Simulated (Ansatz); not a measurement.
Rb: enthalpy against pressure

Rb, I4/mmm, a = 5.715 Å, c = 5.309 Å. This isn't the element's structure at ambient conditions. Ansatz: PBEsol, PAW, 420 eV, Γ-centred 12×12×12 mesh on 1 atom, Gaussian smearing 0.10 eV; no spin polarisation. Cell and atoms are relaxed at each pressure, and no other structure is tried, so the rows at high pressure may lie past a change of phase. y is the enthalpy over the state at zero pressure; there V0 = 86.691 Å³/atom. The pressures are the targets, met within 0.04 GPa.

```tsv
P (GPa)	y (eV/atom)
0.0	0.0000
3.0	1.2398
8.0	2.6939
15.0	4.2333
30.0	?
60.0	10.0604
```

Fit y = c1 P + c2 P² + c3 P³ to the other rows, say what c1 and c2 mean, and predict the missing value.

Least squares on the rows shown. y = 0.42575 P − 0.011391 P² + 0.00011816 P³. Since dH/dP = V, c1 is V0: 0.42575 eV/GPa × 160.2 = 68.205 Å³ against 86.691; c2 = −V0/(2B0) gives B0 = 19 GPa, where a Birch–Murnaghan fit to the volumes of the same runs (not shown) gives 2.9 GPa. The volume falls by 81 % over the range, most steeply at the start, which a cubic can't follow: here c1 isn't V0 and c2 doesn't give B0. Above P = −c2/(3 c3) = 32 GPa the cubic's slope, the volume, would rise with pressure, so the form fails there. At P = 30.0 the fit asked for gives 5.7109 eV/atom. The run gave 6.5997 eV/atom, so the fit is 0.8888 eV/atom too low, 8.8 % of the span of the series, against an rms of 0.0383 eV/atom on the fitted rows. With a term in P⁴ added, a fit to the same known rows (none to spare) predicts 8.6989 eV/atom, which misses by about as much or more on the other side: the known rows don't fix the higher terms. Also, this row ran on the mesh 16×16×16, its neighbour on 14×14×14, which can shift it a little.

The mesh isn't the same in all rows (12×12×12, 14×14×14, 16×16×16, 18×18×18).